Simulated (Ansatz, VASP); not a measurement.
Two plane-wave programs on Be

The input INCAR:

```
SYSTEM = Be
ALGO = Normal
EDIFF = 1E-6
ENCUT = 520
GGA = PS
ISIF = 2
ISMEAR = -1
LASPH = .True.
LCHARG = .False.
LREAL = .False.
LWAVE = .False.
NBANDS = 7
NELM = 100
PREC = Accurate
SIGMA = 0.1
```

Contents of KPOINTS:

```
k-points
0
Gamma
  16 16 16
  0 0 0
```

The input POSCAR:

```
Be
1.0
    2.2486352535      0.0000000000      0.0000000000
    0.0000000000      2.2486352535      0.0000000000
    0.0000000000      0.0000000000      2.2486352535
Be
1
Direct
    0.0000000000      0.0000000000      0.0000000000
```

Input for Ansatz:

```yaml
crystal:
  lattice:
    - [2.2486352535, 0.0, 0.0]
    - [0.0, 2.2486352535, 0.0]
    - [0.0, 0.0, 2.2486352535]
  atoms:
    - { symbol: Be, position: [0.0, 0.0, 0.0] }
hamiltonian:
  xc: pbesol
  pseudopotentials:
    kind: paw
    azcp:
      Be: "pseudopotentials/Be.paw.azcp"
basis:
  ecutwfc: 420
  fft_grid_basis: typed
kpoints:
  mp_grid: { grid: [16, 16, 16], shift: [0, 0, 0] }
magnetization:
  spin_polarized: false
scf:
  occupations: { method: fermi_dirac, width: 0.1 }
  lower_state_search: "off"
output:
  stress: true
```

Alike in both runs: task single point; functional PBEsol; k mesh 16 × 16 × 16; occupations fermi-dirac, width 0.1 eV; no spin polarisation.

|  | VASP | Ansatz |
| --- | --- | --- |
| version | VASP 6.6.1 | Ansatz 0.2.0 |
| potentials or method | VASP PAW PBE potentials, release 64 (Be) | plane waves (420 eV) with PAW, scalar-relativistic |
| plane-wave cutoff (eV) | 520 | 420 |
| valence electrons in the cell | 2 | 2 |

|  | VASP | Ansatz | Ansatz less VASP |
| --- | --- | --- | --- |
| pressure (GPa) | -6.9 | -7.0 | -0.14 |

With one functional, cell and mesh, what is left measures potentials, basis and numerics. Ansatz warned: «pseudo_functional_mismatch».

Caveats: the PAW data sets were made with another functional, which shifts forces and pressure a little (VASP).
